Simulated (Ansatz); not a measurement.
# H-type MoS2 bilayer (3R stacking) in a perpendicular field, part 3 of 4

Aim: how the H-type MoS2 bilayer (3R stacking) screens a field along its normal, and what the field does to its bands. A positive field points along +c.

Ansatz 0.2.0; plane-wave DFT, PBEsol-D3(BJ), Ansatz PAW (the session's first sound run).

So far, gap along the path (eV): step 3 (atoms held, field 0) 0.983; step 4 (field 0.1 V/Å) 0.993; step 5 (field -0.1 V/Å) 0.969; step 6 (field 0.5 V/Å) 0.980; step 7 (field -0.3 V/Å) 0.929.

### 8. Response, atoms held

This step: plane-wave DFT, PBEsol-D3(BJ), Ansatz PAW; response to a field along the normal, atoms held (Ansatz 0.2.0).

The dipoles give the slope, and the difference of two potentials shows where the field is screened.

This step gave:

- equivalent conductor thickness p/(ε₀AE): 10.30 Å
- distance between the outer atoms: 8.936 Å

The dipole of the cell by applied field:

```
applied field (V/Å)  dipole of the cell (e·Å)
             -0.300                    -0.138
             -0.100                   -0.0424
              0.000                   0.00543
              0.100                    0.0533
              0.500                     0.245
```

Local field over the applied field, running mean. From the potentials at -0.1 and 0.1 V/Å; running mean over 2.5 Å. The local field over applied field by z:

z (Å), local field over applied field and a bar:
```
      4.5      0.999 ##############################
      5.0      0.997 ##############################
      5.5      0.990 ##############################
      6.0      0.972 #############################
      6.5      0.923 ############################
      7.0      0.820 ########################
      7.5      0.664 ####################
      8.0      0.489 ##############
      8.5      0.313 #########
      9.0      0.170 ####
      9.5      0.085 ##
     10.0      0.050 
     10.5      0.036 
     11.0      0.043 
     11.5      0.061 #
     12.0      0.099 ##
     12.5      0.152 ####
     13.0      0.192 #####
     13.5      0.203 #####
     14.0      0.187 #####
     14.5      0.143 ###
     15.0      0.090 ##
     15.5      0.056 #
     16.0      0.040 
     16.5      0.036 
     17.0      0.052 #
     17.5      0.092 ##
     18.0      0.185 #####
     18.5      0.335 #########
     19.0      0.512 ###############
     19.5      0.685 ####################
     20.0      0.836 #########################
     20.5      0.932 ############################
     21.0      0.975 #############################
     21.5      0.992 ##############################
     22.0      0.997 ##############################
     22.5      0.999 ##############################
```

The induced electron density oscillates, so the rows of the table below give means over windows of 2.95 Å about each position, cut where the curve ends. Its maxima inside the range that stand out by 2 % of the span (Å: e/Å³ per V/Å): 8.0: 0.00366, 9.1: 0.00104, 11.2: 2.9e-4, 14.0: 0.00158, 17.0: 4.4e-4, 18.1: -8.4e-4. Its minima: 8.8: 8.5e-4, 10.0: -4.6e-4, 12.9: -0.00153, 15.7: -2.6e-4, 17.8: -0.00103, 18.9: -0.00366.

Electrons, planar mean, per unit field. Table of induced electron density by z; means over each step:

```
z (Å)  induced electron density (e/Å³ per V/Å)
 5.54                                   1.7e-4
 8.49                                  0.00163
11.44                                  -3.5e-4
14.39                                   3.5e-4
17.34                                  -6.9e-4
20.29                                 -0.00112
```

The smaller of the gaps on the path and on the k-mesh, counted as 0 under 0.03 eV. Gap against applied field:

```
applied field (V/Å)  gap (eV)
             -0.300     0.929
             -0.100     0.969
              0.000     0.983
              0.100     0.993
              0.500     0.980
```

By hand: between -0.1 and 0.1 V/Å the dipole changes by 0.09572 e·Å, a slope of 0.4786 e·Å²/V. A perfect conductor of thickness t has p = ε₀AEt, so t = 180.95 × 0.4786 / 8.409 = 10.30 Å (e/ε₀ = 180.95 V·Å, A in Å²).

The induced dipole is that of a conductor 10.30 Å thick.

### 9. Relaxing in the field, field 0.1 V/Å

This step: plane-wave DFT, PBEsol-D3(BJ), Ansatz PAW (Ansatz 0.2.0).

Now the atoms may follow the field. A weak field makes forces of meV/Å to tens of meV/Å, so the force tolerance is set well below the usual one.

input.yaml reads:

```yaml
crystal:
  lattice:
    - [3.1160014055, 0.0, 0.0]
    - [-1.5580007027, 2.6985363754, 0.0]
    - [0.0, 0.0, 26.9361366832]
  atoms:
    - { symbol: S, position: [0.3333333333, 0.6666666667, 0.3341236387] }
    - { symbol: Mo, position: [0.0, 0.0, 0.3921955236] }
    - { symbol: S, position: [0.3333333333, 0.6666666667, 0.4500964018] }
    - { symbol: S, position: [0.6666666667, 0.3333333333, 0.549880139] }
    - { symbol: Mo, position: [0.3333333333, 0.6666666667, 0.6078629569] }
    - { symbol: S, position: [0.6666666667, 0.3333333333, 0.6658763613] }
kpoints:
  mp_grid: { grid: [12, 12, 1] }
hamiltonian:
  xc: pbesol
  dispersion: d3bj
scf:
  occupations: { method: fermi_dirac, width: 0.02585 }
  convergence: { dr2_threshold: 1.0e-10 }
efield:
  axis: 3
  dipole_correction: true
  ramp_position: 0.97
  ramp_width: 0.06
  amplitude: 0.1
relax:
  f_tol: 0.001
  max_steps: 60
output:
  write_potential: true
  write_density: true
  volumetric_format: npy
```

Started as:

```console
$ ansatz run input.yaml --threads 4 --pin off --max-ram 6144MiB --backend cpu --events-out ev --progress --plain --runs-dir out
```

Numbers of over 12 decimals in the logs are rounded to 6 here.

Output:

```text
[...]
Crystal: 6 atoms, lattice volume = 226.496 Å³
Basis set: ecut = 420 eV, 4399 PW (Γ), exchange–correlation on 48×48×384 points (8 copies of the dense FFT grid, shifted against one another)
Bands: 32, of which v1, the nominal top of the filled ones, is band 26 counted from 1 (25 counted from 0)
Symmetry: 6 space group operations
[...]
k-points: 19 of 144 (time reversal used)
[...]
SCF iter   1: F=—  HF=-13344.936679 eV  |F-HF|=—  |Δ(HF+E_count)|=         —  Δρ=5.84e-2  dr2=1.10e1  ethr=3.10e-3  p=0.052 e·Å  D=4.16e-2 V/Å  ΔV_dip=-1.12 eV  dr2_dipole=2.81e-6  V_vac-E_F(+/−)=5.90/4.57 eV  ⟨swp⟩=11.4  Hψ=3748  notcnv=0
[...]
SCF iter  16: F=-13342.203872 eV  HF=-13342.203872 eV  |F-HF|=1.82e-12  |Δ(HF+E_count)|=  1.64e-11  Δρ=3.29e-8  dr2=4.04e-12  ethr=1.00e-12  p=0.053 e·Å  D=4.26e-2 V/Å  ΔV_dip=-1.15 eV  dr2_dipole=2.24e-14  V_vac-E_F(+/−)=5.37/4.07 eV  ⟨swp⟩=6.5  Hψ=3337  notcnv=0
SCF 1 converged in 16 iterations: F = -13342.203872 eV  dr2 = 4.04e-12
[...]
relax step   1: F+E_penalty+E_count = -13342.20387155 eV  Δ(F+E_penalty+E_count) = +0.000e0 eV  max|allowed force component| = 1.065e-2 eV/Å  Δτ_max = 0.0000 Å  (16 SCF iters, accepted)
[...]
SCF iter   9: F=-13342.203873 eV  HF=-13342.203873 eV  |F-HF|=1.64e-11  |Δ(HF+E_count)|=  6.37e-11  Δρ=6.43e-8  dr2=1.72e-11  ethr=1.00e-12  p=0.053 e·Å  D=4.27e-2 V/Å  ΔV_dip=-1.15 eV  dr2_dipole=1.28e-12  V_vac-E_F(+/−)=5.37/4.07 eV  ⟨swp⟩=6.9  Hψ=3847  notcnv=0
SCF 2 converged in 9 iterations: F = -13342.203873 eV  dr2 = 1.72e-11
relax step   2: F+E_penalty+E_count = -13342.20387294 eV  Δ(F+E_penalty+E_count) = -1.384e-6 eV  max|allowed force component| = 3.039e-3 eV/Å  Δτ_max = 0.0021 Å  (9 SCF iters, accepted)
SCF iter   1: F=—  HF=-13342.203883 eV  |F-HF|=—  |Δ(HF+E_count)|=         —  Δρ=1.10e-4  dr2=1.99e-5  ethr=3.92e-7  p=0.053 e·Å  D=4.27e-2 V/Å  ΔV_dip=-1.15 eV  dr2_dipole=4.68e-8  V_vac-E_F(+/−)=5.37/4.07 eV  ⟨swp⟩=2.1  Hψ=1258  notcnv=0  defer=23
[...]
SCF iter   9: F=-13342.203875 eV  HF=-13342.203875 eV  |F-HF|=3.09e-11  |Δ(HF+E_count)|=  2.91e-11  Δρ=3.34e-8  dr2=1.36e-11  ethr=1.00e-12  p=0.053 e·Å  D=4.26e-2 V/Å  ΔV_dip=-1.15 eV  dr2_dipole=1.90e-13  V_vac-E_F(+/−)=5.37/4.07 eV  ⟨swp⟩=7.9  Hψ=3334  notcnv=0
SCF 3 converged in 9 iterations: F = -13342.203875 eV  dr2 = 1.36e-11
relax step   3: F+E_penalty+E_count = -13342.20387537 eV  Δ(F+E_penalty+E_count) = -2.431e-6 eV  max|allowed force component| = 3.828e-4 eV/Å  Δτ_max = 0.0012 Å  (9 SCF iters, accepted)
[...]
the band table was solved once a step of the walk had ended and its energy, with any forces and stress, was formed, with the checks that follow a solve (3286 applications of the Hamiltonian). They found nothing against the state; the energy, forces and stress were not computed again (output.eigenvalues in the input reference)
SCF converged after 9 iterations
Free energy (F): -13342.203875 eV
[...]
Internal energy: -13342.203875 eV  (E = F + TS)
E sigma→0 (E₀):  -13342.203875 eV
Fermi energy:    2.860499 eV
Dipole field:    D = 0.042634 V/Å  (p = 0.053365 e·Å, saw-weighted, corrected)
Work function:   not extracted (applied field tilts the vacuum); planar V_es + V_field profile in the machine report
[...]
--- Forces (eV/Å), atoms counted from 1 ---
  atom   1  S      0.00000000     0.00000000     0.00011774
  atom   2  Mo     0.00000000    -0.00000000    -0.00024810
  atom   3  S      0.00000000    -0.00000000     0.00006055
  atom   4  S      0.00000000    -0.00000000     0.00024274
  atom   5  Mo     0.00000000    -0.00000000    -0.00038273
  atom   6  S      0.00000000    -0.00000000     0.00021000
  max |Σ_I F_I| component: 1.94e-7 eV/Å
--- Band table (eV; the first three rows and the last of 19) ---
  k-point 0: bands = [... 22 lower, 0.2497, 0.4092, 1.2888, 2.3827, 4.5060, 4.5060, 4.6327, 4.6327, ... 2 higher]
  k-point 1: bands = [... 22 lower, 0.3355, 0.7616, 1.2843, 2.1846, 4.4192, 4.4746, 4.5474, 4.5677, ... 2 higher]
  k-point 2: bands = [... 22 lower, 0.3222, 0.8132, 1.1597, 1.5973, 3.9414, 4.2016, 4.3018, 4.3773, ... 2 higher]
  k-point 18: bands = [... 22 lower, -0.6583, -0.4456, 1.6266, 1.6962, 3.5286, 3.5687, 4.5722, 4.5786, ... 2 higher]
--- Relaxed structure (3 steps of the walk, 3 accepted, 0 SCFs on fresh bases) ---
  F+E_penalty+E_count = -13342.20387537 eV   max|allowed force component| = 3.828e-4 eV/Å
  atoms:
    - { symbol: S, position: [0.333333, 0.666667, 0.334152] }
[...]
- { symbol: S, position: [0.333333, 0.666667, 0.450128] }
    - { symbol: S, position: [0.666667, 0.333333, 0.549859] }
    - { symbol: Mo, position: [0.333333, 0.666667, 0.607828] }
    - { symbol: S, position: [0.666667, 0.333333, 0.665852] }
```

Run time: 13 s. Hardware: 4 threads of Arm Neoverse V1, shared host; peak memory 0.53 GiB; 51 s of CPU time.

No atom moved by 0.005 Å in the relaxation.

Numbers from this step:

| Item | Value |
| --- | --- |
| gap on the k-mesh | 1.003 eV |
| dipole along the normal | 0.05336 e·Å |

The relaxation took 3 steps and lowered the energy by 3.8e-6 eV; the largest force on the free atoms ends at 3.8e-4 eV/Å.

The dipole is 0.0534 e·Å, 0.0479 e·Å from its value without field, and the gap on the mesh 1.003 eV.

### 10. Field on, atoms free, field -0.1 V/Å

The opposite sign, again from the field-free geometry; the difference of the two cancels what relaxes without a field.

input.yaml: that of step 9 with these lines changed.

```diff
@@ -25,3 +25,3 @@
   ramp_width: 0.06
-  amplitude: 0.1
+  amplitude: -0.1
 relax:
```

Output:

```text
[...]
Crystal: 6 atoms, lattice volume = 226.496 Å³
Basis set: ecut = 420 eV, 4399 PW (Γ), exchange–correlation on 48×48×384 points (8 copies of the dense FFT grid, shifted against one another)
Bands: 32, of which v1, the nominal top of the filled ones, is band 26 counted from 1 (25 counted from 0)
Symmetry: 6 space group operations
[...]
k-points: 19 of 144 (time reversal used)
[...]
F+E_penalty+E_count = -13342.20278850 eV   max|allowed force component| = 2.198e-4 eV/Å
  atoms:
    - { symbol: S, position: [0.333333, 0.666667, 0.334107] }
    - { symbol: Mo, position: [-1.850854422420553e-17, -2.467403634278333e-17, 0.392189] }
    - { symbol: S, position: [0.333333, 0.666667, 0.450077] }
    - { symbol: S, position: [0.666667, 0.333333, 0.549888] }
    - { symbol: Mo, position: [0.333333, 0.666667, 0.607886] }
    - { symbol: S, position: [0.666667, 0.333333, 0.665889] }
[key lines of the parts left out:]
SCF converged after 9 iterations
Free energy (F): -13342.202788 eV
Fermi energy:    2.850489 eV
Dipole field:    D = -0.033956 V/Å  (p = -0.042503 e·Å, saw-weighted, corrected)
```

The job ended after 13 s (4 threads; peak memory 0.53 GiB; 50 s of CPU time).

Hardly anything moved in the relaxation; the energy changed by under 0.2 meV an atom.

This step gave:

- gap on the k-mesh: 0.9782 eV
- dipole along the normal: -0.04250 e·Å

The relaxation took 3 steps and lowered the energy by 3.7e-6 eV; the largest force on the free atoms ends at 2.2e-4 eV/Å.

The dipole is -0.0425 e·Å, -0.0479 e·Å from its value without field, and the gap on the mesh 0.978 eV.

### 11. Response, atoms relaxed

This step: plane-wave DFT, PBEsol-D3(BJ), Ansatz PAW; response to a field along the normal, atoms relaxed (Ansatz 0.2.0).

The same analysis on the two relaxed runs holds the ionic part too; their mesh is coarser, so small differences from the held value can come from that.

This step gave:

```yaml
equivalent_conductor_thickness_p_eps_0ae: 10.32 Å
distance_between_the_outer_atoms: 8.937 Å
```

The dipole of the cell by applied field:

```
applied field (V/Å)  dipole of the cell (e·Å)
            -0.1000                   -0.0425
             0.1000                    0.0534
```

The local field over applied field oscillates, so the rows of the table below give means over windows of 1 Å about each position, cut where the curve ends. Its maxima inside the range that stand out by 2 % of the span (Å: value): 10.4: 0.0680, 12.5: 0.146, 13.9: 0.233, 15.6: 0.151, 17.3: 0.169. Its minima: 9.8: -0.00207, 11.4: -0.0189, 12.8: 0.124, 14.7: 0.0596, 16.3: 0.0392, 17.8: 0.114.

Local field over the applied field, running mean. From the potentials at -0.1 and 0.1 V/Å; running mean over 2.5 Å. Table of local field over applied field by z; means over each step:

```
z (Å)  local field over applied field
    5                           0.996
    6                           0.969
    7                           0.838
    8                           0.481
    9                           0.178
   10                          0.0312
   11                          0.0291
   12                          0.0842
   13                           0.152
   14                           0.191
   15                          0.0926
   16                          0.0856
   17                           0.124
   18                           0.163
   19                           0.503
   20                           0.803
   21                           0.969
   22                           0.997
```

The induced electron density oscillates, so the rows of the table below give means over windows of 1 Å about each position, cut where the curve ends. Its maxima inside the range that stand out by 2 % of the span (Å: e/Å³ per V/Å): 7.7: 0.00211, 9.5: 0.00147, 10.9: 0.00483, 12.8: 0.00215, 14.0: 0.00374, 15.0: 0.00212, 15.9: 0.0126, 17.4: -0.00131, 18.1: -0.00153. Its minima: 8.4: -5.2e-4, 10.1: -0.00519, 11.6: -0.00160, 13.3: 0.00119, 14.6: 0.00137, 15.3: 0.00160, 16.8: -0.0125, 17.8: -0.00243, 18.8: -0.00589.

Electrons, planar mean, per unit field. Table of induced electron density by z; means over each step:

z (Å), induced electron density (e/Å³ per V/Å) and a bar from the least value:
```
        5     0.0000 ###############
        6     0.0001 ################
        7     0.0010 #################
        8     0.0011 ##################
        9     0.0004 ################
       10    -0.0023 ##########
       11     0.0022 ####################
       12    -0.0004 ##############
       13     0.0016 ###################
       14     0.0028 #####################
       15     0.0019 ###################
       16     0.0067 ##############################
       17    -0.0069 
       18    -0.0024 ##########
       19    -0.0047 #####
       20    -0.0011 #############
       21    -0.0001 ###############
       22     0.0000 ###############
```

The induced dipole is that of a conductor 10.32 Å thick.

### 12. Same geometry, cutoff 420 eV, functional LDA

This step: plane-wave DFT, LDA, Ansatz PAW (Ansatz 0.2.0).

The geometry is kept and the functional is LDA; other changes against the main runs: SCF threshold 1.0e-10 → 1.0e-09 eV, k-mesh 18×18×1 → 6×6×1 and no dispersion term, which doesn't act on the electrons.

input.yaml: that of step 10 with these lines changed.

```diff
@@ -13,9 +13,8 @@
 kpoints:
-  mp_grid: { grid: [12, 12, 1] }
+  mp_grid: { grid: [6, 6, 1] }
 hamiltonian:
-  xc: pbesol
-  dispersion: d3bj
+  xc: lda
 scf:
   occupations: { method: fermi_dirac, width: 0.02585 }
-  convergence: { dr2_threshold: 1.0e-10 }
+  convergence: { dr2_threshold: 1.0e-09 }
 efield:
@@ -25,6 +24,3 @@
   ramp_width: 0.06
-  amplitude: -0.1
-relax:
-  f_tol: 0.001
-  max_steps: 60
+  amplitude: 0.1
 output:
```

Output:

```text
[...]
Crystal: 6 atoms, lattice volume = 226.496 Å³
Basis set: ecut = 420 eV, 4399 PW (Γ)
Bands: 32, of which v1, the nominal top of the filled ones, is band 26 counted from 1 (25 counted from 0)
Symmetry: 6 space group operations
[...]
k-points: 7 of 36 (time reversal used)
[...]
SCF iter   1: F=—  HF=-13172.459657 eV  |F-HF|=—  |Δ(HF+E_count)|=         —  Δρ=5.86e-2  dr2=1.10e1  ethr=3.10e-3  p=0.052 e·Å  D=4.16e-2 V/Å  ΔV_dip=-1.12 eV  dr2_dipole=7.29e-6  V_vac-E_F(+/−)=6.08/4.75 eV  ⟨swp⟩=10.7  Hψ=1336  notcnv=0
[...]
SCF iter  15: F=-13169.654447 eV  HF=-13169.654447 eV  |F-HF|=9.09e-11  |Δ(HF+E_count)|=  4.00e-11  Δρ=8.20e-8  dr2=7.74e-11  ethr=1.92e-12  p=0.053 e·Å  D=4.27e-2 V/Å  ΔV_dip=-1.15 eV  dr2_dipole=1.02e-11  V_vac-E_F(+/−)=5.57/4.27 eV  ⟨swp⟩=1.0  Hψ=522  notcnv=0
SCF 1 converged in 15 iterations: F = -13169.654447 eV  dr2 = 7.74e-11
[...]
SCF converged after 15 iterations
Free energy (F): -13169.654447 eV
[...]
Internal energy: -13169.654447 eV  (E = F + TS)
E sigma→0 (E₀):  -13169.654447 eV
Fermi energy:    2.677442 eV
Dipole field:    D = 0.042687 V/Å  (p = 0.053431 e·Å, saw-weighted, corrected)
Work function:   not extracted (applied field tilts the vacuum); planar V_es + V_field profile in the machine report
[...]
--- Band table (eV; the first three rows and the last of 7) ---
  k-point 0: bands = [... 22 lower, 0.0749, 0.2320, 1.1059, 2.2092, 4.3215, 4.3215, 4.4498, 4.4498, ... 2 higher]
  k-point 1: bands = [... 22 lower, 0.1565, 0.6481, 0.9855, 1.4274, 3.7476, 4.0059, 4.1179, 4.1839, ... 2 higher]
  k-point 2: bands = [... 22 lower, 0.1706, 0.3000, 0.3623, 0.5232, 3.6696, 3.7609, 3.9279, 4.1335, ... 2 higher]
  k-point 6: bands = [... 22 lower, -0.8131, -0.6015, 1.4464, 1.5160, 3.3437, 3.3830, 4.3748, 4.3846, ... 2 higher]
```

Wall time 2.6 s (4 threads); peak memory 0.45 GiB.

This step gave:

```
dipole along the normal : 0.05343 e·Å
```

The dipole is 0.0534 e·Å.

### 13. Same geometry, cutoff 420 eV, functional LDA (run 2)

The same run in the opposite field.

input.yaml: that of step 12 with these lines changed.

```diff
@@ -24,3 +24,3 @@
   ramp_width: 0.06
-  amplitude: 0.1
+  amplitude: -0.1
 output:
```

Output:

```text
[...]
Crystal: 6 atoms, lattice volume = 226.496 Å³
Basis set: ecut = 420 eV, 4399 PW (Γ)
Bands: 32, of which v1, the nominal top of the filled ones, is band 26 counted from 1 (25 counted from 0)
Symmetry: 6 space group operations
[...]
k-points: 7 of 36 (time reversal used)
[...]
k-point 0: bands = [... 22 lower, 0.1348, 0.2326, 1.1047, 2.2139, 4.2917, 4.2917, 4.4496, 4.4496, ... 2 higher]
  k-point 1: bands = [... 22 lower, 0.1445, 0.6506, 0.9826, 1.4395, 3.7269, 4.0054, 4.0912, 4.1895, ... 2 higher]
  k-point 2: bands = [... 22 lower, 0.1302, 0.3141, 0.3405, 0.5650, 3.6519, 3.7269, 3.9616, 4.1527, ... 2 higher]
  k-point 6: bands = [... 22 lower, -0.8770, -0.5547, 1.3831, 1.5786, 3.2805, 3.4456, 4.3111, 4.4244, ... 2 higher]
[key lines of the parts left out:]
SCF converged after 14 iterations
Free energy (F): -13169.653358 eV
Fermi energy:    2.668547 eV
Dipole field:    D = -0.033980 V/Å  (p = -0.042533 e·Å, saw-weighted, corrected)
```

Elapsed: 2.6 s, on 4 threads; peak memory 0.46 GiB; 9.4 s of CPU time.

The dipole is -0.0425 e·Å.

### 14. Response at this level

This step: plane-wave DFT, LDA, Ansatz PAW; response to a field along the normal, atoms held (Ansatz 0.2.0).

The two signs of the field give the slope at this level.

This step gave:

| Quantity | Value |
| --- | --- |
| equivalent conductor thickness p/(ε₀AE) | 10.33 Å |
| distance between the outer atoms | 8.936 Å |

The induced dipole is that of a conductor 10.33 Å thick.

### 15. Same geometry, cutoff 420 eV, functional PBE

This step: plane-wave DFT, PBE, Ansatz PAW (Ansatz 0.2.0).

The geometry is kept and the functional is PBE; other changes against the main runs: SCF threshold 1.0e-10 → 1.0e-09 eV, k-mesh 18×18×1 → 6×6×1 and no dispersion term, which doesn't act on the electrons.

input.yaml: that of step 13 with these lines changed.

```diff
@@ -15,3 +15,3 @@
 hamiltonian:
-  xc: lda
+  xc: pbe
 scf:
@@ -24,3 +24,3 @@
   ramp_width: 0.06
-  amplitude: -0.1
+  amplitude: 0.1
 output:
```

Output:

```text
[...]
Crystal: 6 atoms, lattice volume = 226.496 Å³
Basis set: ecut = 420 eV, 4399 PW (Γ)
Bands: 32, of which v1, the nominal top of the filled ones, is band 26 counted from 1 (25 counted from 0)
Symmetry: 6 space group operations
[...]
k-points: 7 of 36 (time reversal used)
[...]
k-point 0: bands = [... 22 lower, 0.3016, 0.4620, 1.3591, 2.4232, 4.5605, 4.5605, 4.6877, 4.6877, ... 2 higher]
  k-point 1: bands = [... 22 lower, 0.3790, 0.8601, 1.2274, 1.6483, 4.0053, 4.2632, 4.3521, 4.4514, ... 2 higher]
  k-point 2: bands = [... 22 lower, 0.3870, 0.5133, 0.6116, 0.7603, 3.9381, 4.0049, 4.1662, 4.3900, ... 2 higher]
  k-point 6: bands = [... 22 lower, -0.6102, -0.4060, 1.6981, 1.7590, 3.5959, 3.6290, 4.6661, 4.6728, ... 2 higher]
[key lines of the parts left out:]
SCF converged after 14 iterations
Free energy (F): -13525.385787 eV
Fermi energy:    2.921522 eV
Dipole field:    D = 0.042338 V/Å  (p = 0.052995 e·Å, saw-weighted, corrected)
```

It took 2.5 s on 4 threads; peak memory 0.47 GiB; 9.1 s of CPU time.

The dipole is 0.0530 e·Å.

(Continued in part 4 of 4.)

[Logs are printed without paths, hosts, clocks, repeated set-up lines and the standing remarks that a program may print on its own settings, such as how far it seeks lower states.]

[Hosts, paths, dates, database ids (printed as entryN), source tags and the programs' standing remarks are cut or masked in the printed files.]

[Maps of the electrostatic potential energy from Ansatz leave out the sawtooth potential of an applied field or a dipole correction, so their vacuum need not be flat; planar profiles and work functions include it.]
